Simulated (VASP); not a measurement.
Here is a VASP 6.6.1 calculation.

POSCAR

```
MnF2
1.0
    4.9311349132     -0.0000000000      0.0000000000
    0.0000000000      4.9311349132      0.0000000000
    0.0000000000      0.0000000000      3.3219573572
  Mn              F
     2     4
Direct
     0.0000000000000000    1.0000000000000000    1.0000000000000000
     0.5000000000000000    0.5000000000000000    0.5000000000000000
     0.3035389560187701    0.3035389560187701    1.0000000000000000
     0.1964610439812299    0.8035389560187701    0.5000000000000000
     0.6964610439812299    0.6964610439812299    0.0000000000000000
     0.8035389560187701    0.1964610439812299    0.5000000000000000
```

File INCAR.step1:

```
SYSTEM = MnF2
ALGO = Normal
AMIX = 0.2
AMIX_MAG = 0.8
BMIX = 1E-4
BMIX_MAG = 1E-4
EDIFF = 1E-8
EDIFFG = -0.002
ENCUT = 600
GGA = PE
IBRION = 2
ISIF = 3
ISMEAR = 0
ISPIN = 2
KPAR = 2
LASPH = .TRUE.
LCHARG = .FALSE.
LMAXMIX = 4
LORBIT = 11
LREAL = .FALSE.
LWAVE = .FALSE.
MAGMOM = 5 -5 0 0 0 0
NELM = 150
NSW = 40
PREC = Accurate
SIGMA = 0.03
```

File INCAR.step2:

```
SYSTEM = MnF2
ALGO = Normal
AMIX = 0.2
AMIX_MAG = 0.8
BMIX = 1E-4
BMIX_MAG = 1E-4
EDIFF = 1E-8
ENCUT = 600
GGA = PE
IBRION = 6
ISIF = 2
ISMEAR = 0
ISPIN = 2
KPAR = 2
LASPH = .TRUE.
LCHARG = .FALSE.
LMAXMIX = 4
LORBIT = 11
LREAL = .FALSE.
LWAVE = .FALSE.
MAGMOM = 5 -5 0 0 0 0
NELM = 150
NFREE = 2
NSW = 1
POTIM = 0.015
PREC = Accurate
SIGMA = 0.03
```

The input KPOINTS:

```
k-points
0
G
  6 6 8
  0 0 0
```

Potentials or basis: VASP PAW PBE potentials, release 64 (Mn_pv, F).

Run with:

```sh
$ cat potpaw_PBE.64/Mn_pv/POTCAR potpaw_PBE.64/F/POTCAR > POTCAR
$ cp INCAR.step1 INCAR
$ mpirun -np 2 vasp_std > vasp.out
$ cp CONTCAR POSCAR
$ cp INCAR.step2 INCAR
$ mpirun -np 2 vasp_std > vasp.out
```

Task: Predict the highest phonon frequency at Γ, LO-TO splitting left out.

Result: 441 cm⁻¹.

Task: Estimate the net moment.

Result: 0.00 μB per cell.

Task: What does it give for the site moments?

Result: Mn +4.54, -4.54; F -0.03, +0.03 μB.

Phonon frequencies in cm⁻¹ (negative: imaginary):
```tsv
q point	frequencies
(0.000, 0.000, 0.000)	-1 0 0 68 114 153 153 208 208 218 243 243 248 291 294 330 330 441
```
